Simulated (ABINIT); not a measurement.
## CuO in ABINIT: convergence with k mesh

CuO:

```
Cu O
1.0
     3.42205    0.00000    0.00000
     0.00000    3.42205    0.00000
     0.00000    0.00000    4.26046
Cu O
2 2
Direct
  0.00000 0.50000 0.00000
  0.50000 0.00000 0.50000
  0.00000 0.00000 0.25000
  0.00000 0.00000 0.75000
```

Measurements of this composition are mostly on another form, of space group No. 15.

- Program: ABINIT 10.8.3 (patched build)
- Task: single point
- Functional: RPBE
- Potentials or basis: JTH PAW PBE v2.0
- Cutoff: 707 eV
- k mesh: 2 × 2 × 1
- Occupations: gaussian, width 0.1 eV
- Spin: no spin polarisation

These are the settings of the first run; the series varies k mesh, with any setting tied to it.

Hardware: Arm Neoverse V1 (shared host).

The values tried are 2 × 2 × 1, 2 × 2 × 2, 4 × 4 × 3, 5 × 5 × 4, 6 × 6 × 4, 7 × 7 × 5, 8 × 8 × 6, 10 × 10 × 8, 12 × 12 × 9, loosest first. From which on does the pressure stay within 0.1 GPa of the tightest run that finished?

From 4 × 4 × 3 on.

```
     k mesh  energy less the tightest run, at zero smearing (meV/atom)  pressure (GPa)  SCF cycles  CPU time (s)
  2 × 2 × 1                                                     251.47            6.07          18            22
  2 × 2 × 2                                                      12.52            2.30          18            29
  4 × 4 × 3                                                      -6.42            0.97          15            47
  5 × 5 × 4                                                       2.16            0.95          18            78
  6 × 6 × 4                                                       9.00            1.03          17           100
  7 × 7 × 5                                                       1.54            0.96          18           120
  8 × 8 × 6                                                       0.44            0.99          17           190
10 × 10 × 8                                                      -2.52            0.94          17           330
12 × 12 × 9                                                       0.00            0.99          18           450
```

Not settled before the last step: the energy (to 1 meV/atom). Meshes of other sizes hit other points, so gaps and Fermi surfaces needn't settle smoothly. The tightest run that finished is the yardstick and may itself not be fully converged.

Caveat, for the tightest run too: the PAW data sets were made with another functional, which shifts forces and pressure a little; the run has no spin polarisation, though such a crystal can be magnetic; semilocal functionals often make such compounds metallic where correlation or magnetic order opens a gap, which also shifts bond lengths.
